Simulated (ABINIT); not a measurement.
Here is an ABINIT 10.8.3 (patched build) calculation.

run.abi

```
# Datasets: one volume each
ndtset 7
getwfk -1
scalecart1 3*0.9795861087
scalecart2 3*0.9864848297
scalecart3 3*0.9932883884
scalecart4 3*1.0000000000
scalecart5 3*1.0066227096
scalecart6 3*1.0131594038
scalecart7 3*1.0196128224

# Pseudopotentials
pp_dirpath "./"
pseudos "Cu.GGA_PBE-JTH.xml"

# Structure
acell 4.8305009387 4.8305009387 4.8305009387
rprim
     0.0000000000     0.7071067812     0.7071067812
     0.7071067812     0.0000000000     0.7071067812
     0.7071067812     0.7071067812     0.0000000000
ntypat 1
znucl 29
natom 1
typat 1
xred
     0.0000000000     0.0000000000     0.0000000000

# Plane-wave basis
ecut 20.0
pawecutdg 40.0

# k points
kptopt 1
ngkpt 13 13 13
nshiftk 1
shiftk 0.0 0.0 0.0

# Exchange and correlation
ixc -106132
vdw_xc 7

# Bands and occupations
nband 14
occopt 3
tsmear 0.00183747

# SCF cycle
nstep 100
tolvrs 1.0e-9

# Output
iomode 3
prtwf 1
prtden 0
prteig 0
prtebands 0
enunit 1
```

Potentials or basis: JTH PAW PBE v2.0.

Launch:

```console
$ abinit run.abi > log 2>&1
```

Problem. Estimate the bulk modulus.

Solution. 204 GPa (rough).

Problem. What does it give for the equilibrium volume?

Solution. 10.65 Å³/atom (rough: see the caveat).

Energy against volume, from the lowest point:
```tsv
volume (Å³/atom)	energy (meV/atom)
11.102	0.00
11.338	14.23
11.574	31.87
11.810	54.14
12.047	79.67
12.283	108.44
12.519	139.03
```

Caveat: the cutoff is too short for stress, so the log's stress isn't used; pressures at fixed basis lie under the slope of the energies; the minimum lies outside the volumes run; the PAW data sets were made with another functional, which shifts forces and pressure a little.
